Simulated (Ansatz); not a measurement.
NaI in Ansatz: the effect of functional

The system is NaI.

```xyz
2
Lattice="0.0000 3.2364 3.2364 3.2364 0.0000 3.2364 3.2364 3.2364 0.0000" Properties=species:S:1:pos:R:3 pbc="T T T"
I     3.2364    3.2364    3.2364
Na    0.0000    0.0000    0.0000
```

Alike in all runs:

- Program: Ansatz 0.2.0
- Task: single point
- Potentials or basis: all-electron PAW datasets made for the crystal
- k mesh: 6 × 6 × 6
- Occupations: fermi-dirac, width 0.05 eV
- Spin: no spin polarisation

| functional | cutoff | gap on the mesh (eV) | pressure (GPa) |
| --- | --- | --- | --- |
| PBEsol | 260 eV (chosen from the basis error) | 3.51 | -0.5 |
| HSE06 | 290 eV (chosen from the basis error) | 4.67 | 0.1 |
| PBE0 | 290 eV (chosen from the basis error) | ? | ? |

Question: What does the run with functional PBE0 give?

Answer: gap on the mesh 5.34 eV; pressure 0.1 GPa.

Caveats: spin-orbit coupling is left out, which moves the levels of the heavy elements.

